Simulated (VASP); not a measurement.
Runs of VASP 6.6.1 on Ir. The structure is hexagonal, space group P6_3/mmc (No. 194). The conventional cell has a = 2.718 Å, b = 2.718 Å, c = 4.439 Å, α = 90.00°, β = 90.00°, γ = 120.00°. Ir (site symmetry -6m2) is surrounded by 12 Ir at 2.72 Å. This isn't the form of Ir at room conditions, which is fcc.

| level | potentials or basis | k mesh | cutoff (eV) | mesh quality | gap on the mesh (eV) | pressure (GPa) | relaxed volume (Å³/atom) |
| --- | --- | --- | --- | --- | --- | --- | --- |
| PBEsol | VASP PAW PBE potentials, release 64 (Ir) | 18 × 18 × 10 | 580 | not flagged | none | 0.0 | 14.15 |
| PBE | VASP PAW PBE potentials, release 64 (Ir) | 18 × 18 × 10 | 600 | not flagged | none | 0.0 | 14.59 |
| PBEsol | VASP PAW PBE potentials, release 64 (Ir) | 18 × 18 × 10 | 600 | not flagged | none | 0.0 | 14.15 |
| LDA | VASP PAW LDA potentials, release 64 (Ir) | 18 × 18 × 10 | 600 | not flagged | none | 0.0 | (a) |
| PBEsol | VASP PAW PBE potentials, release 64 (Ir) | 6 × 6 × 4 | 600 | coarse | none | 0.0 | 14.15 |

Alike in all rows: task relaxation of cell and atoms; no spin polarisation; cell relaxed; smearing gaussian 0.1 eV.

**Question.** Fill in the values left out.

**Answer.** (a) 13.99.

Caveats: some runs use coarse meshes; the PAW data sets were made with another functional, which shifts forces and pressure a little (some runs).

A k mesh can miss the band edges, and the runs leave out spin-orbit coupling on Ir.

A gap of «none» marks a metal or a gap under the smearing width.

Not every run made on this cell is shown here.
